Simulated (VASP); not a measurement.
Write the native input for VASP 6.6.1 that does the following.

```
Task                               : band structure
Functional                         : B3LYP
Potentials or basis                : VASP PAW PBE potentials, release 64 (Mg)
Cutoff                             : 520 eV
k mesh                             : 5 × 5 × 3
Occupations                        : fermi-dirac, width 0.05 eV
Spin                               : no spin polarisation
Grid for exact exchange (PRECFOCK) : Fast
Exchange at q = 0                  : default
Further INCAR settings             : ALGO = Normal; EDIFF = 1e-07; NBANDS = 9
```

The system is Mg.

```xyz
2
Lattice="3.2093 0.0000 0.0000 -1.6046 2.7793 0.0000 0.0000 0.0000 5.2103" Properties=species:S:1:pos:R:3 pbc="T T T"
Mg    1.6047    0.9264    3.9077
Mg    0.0000    1.8529    1.3026
```

These files were run (other wordings do the same):

POSCAR

```
Mg
1.0
    3.2093000000      0.0000000000      0.0000000000
   -1.6046500000      2.7793353284      0.0000000000
    0.0000000000      0.0000000000      5.2103000000
Mg
2
Direct
    0.6666666667      0.3333333333      0.7500000000
    0.3333333333      0.6666666667      0.2500000000
```

INCAR.step1

```
SYSTEM = Mg
PREC     = Accurate       ! precision mode
ENCUT    = 520            ! plane-wave cutoff, eV
EDIFF    = 1E-5           ! SCF threshold, eV
ISMEAR   = -1             ! smearing method
SIGMA    = 0.05           ! smearing width, eV
LREAL    = .FALSE.        ! projectors in reciprocal space
LASPH    = .TRUE.         ! aspherical terms in the spheres
NELM     = 60             ! most SCF steps
ALGO     = Normal         ! electronic algorithm
ISIF     = 2              ! what is computed and relaxed
LWAVE    = .TRUE.         ! write WAVECAR
LCHARG   = .FALSE.        ! write CHGCAR
NBANDS   = 9              ! bands
GGA      = PE             ! functional
```

INCAR.step2

```
SYSTEM = Mg
PREC     = Accurate       ! precision mode
ENCUT    = 520            ! plane-wave cutoff, eV
EDIFF    = 1E-7           ! SCF threshold, eV
ISMEAR   = -1             ! smearing method
SIGMA    = 0.05           ! smearing width, eV
LREAL    = .FALSE.        ! projectors in reciprocal space
LASPH    = .TRUE.         ! aspherical terms in the spheres
NELM     = 60             ! most SCF steps
ALGO     = Normal         ! electronic algorithm
ISIF     = 2              ! what is computed and relaxed
LWAVE    = .FALSE.        ! write WAVECAR
LCHARG   = .FALSE.        ! write CHGCAR
GGA      = B3             ! functional
LHFCALC  = .TRUE.         ! exact exchange
AEXX     = 0.2            ! exact-exchange fraction
AGGAX    = 0.72         
AGGAC    = 0.81         
ALDAC    = 0.19         
PRECFOCK = Fast         
NBANDS   = 9              ! bands
ISTART   = 1
```

KPOINTS

```
regular mesh
0
G
  5 5 3
  0 0 0
```

KPOINTS_OPT

```
path GMKGALHA,LM,KH
12
line-mode
reciprocal
 0.0000000000  0.0000000000  0.0000000000  G
 0.5000000000  0.0000000000  0.0000000000  M

 0.5000000000  0.0000000000  0.0000000000  M
 0.3333333333  0.3333333333  0.0000000000  K

 0.3333333333  0.3333333333  0.0000000000  K
 0.0000000000  0.0000000000  0.0000000000  G

 0.0000000000  0.0000000000  0.0000000000  G
 0.0000000000  0.0000000000  0.5000000000  A

 0.0000000000  0.0000000000  0.5000000000  A
 0.5000000000  0.0000000000  0.5000000000  L

 0.5000000000  0.0000000000  0.5000000000  L
 0.3333333333  0.3333333333  0.5000000000  H

 0.3333333333  0.3333333333  0.5000000000  H
 0.0000000000  0.0000000000  0.5000000000  A

 0.5000000000  0.0000000000  0.5000000000  L
 0.5000000000  0.0000000000  0.0000000000  M

 0.3333333333  0.3333333333  0.0000000000  K
 0.3333333333  0.3333333333  0.5000000000  H
```

Potentials or basis: VASP PAW PBE potentials, release 64 (Mg).

The run is started by

```console
$ cat potpaw_PBE.64/Mg/POTCAR > POTCAR
$ cp INCAR.step1 INCAR
$ mpirun -np 1 vasp_std > vasp.out
$ cp INCAR.step2 INCAR
$ mpirun -np 1 vasp_std > vasp.out
```

Results of the run:

```
Pressure : -0.4 GPa
```

Caveat: the k mesh is coarse (spacing up to 0.45 Å⁻¹), so the values aren't converged, least of all with exact exchange; an unscreened hybrid on a path of extra k points without a Coulomb cutoff has errors near the mesh points, so the bands along the path aren't reliable; the PAW data sets were made with another functional, which shifts forces and pressure a little.

Run time: 120 s on 1 thread of Intel(R) Xeon(R) 6975P-C (Granite Rapids) (shared host), peak memory 0.2 GiB.
